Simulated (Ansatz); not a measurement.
The system is PbO2.

```
Pb O
1.0
     4.99496    0.00000    0.00000
     0.00000    4.99496    0.00000
     0.00000    0.00000    3.40900
Pb O
2 4
Direct
  0.50000 0.50000 0.50000
  0.00000 0.00000 0.00000
  0.69257 0.69257 0.00000
  0.80743 0.19257 0.50000
  0.19257 0.80743 0.50000
  0.30743 0.30743 0.00000
```

The cell is a database's computed one.

Base run:

* Program: Ansatz 0.2.0
* Functional: PBE
* Potentials or basis: PseudoDojo stringent (PBE files)
* Cutoff: 1252 eV
* Density cutoff: 5007 eV
* k mesh: 6 × 6 × 8
* Occupations: fermi-dirac, width 0.05 eV
* Spin: no spin polarisation

Its results: pressure 5.4 GPa; largest force 0.033 eV/Å.

Problem. The run is repeated on the same cell with these changes: potentials or basis from PseudoDojo stringent (PBE files) to SSSP efficiency PAW; cutoff from 1252 eV to 680 eV; density cutoff from 5007 eV to 6803 eV; valence electrons from 68 to 52. What comes out?

Solution. Pressure 7.1 GPa; largest force 0.054 eV/Å.
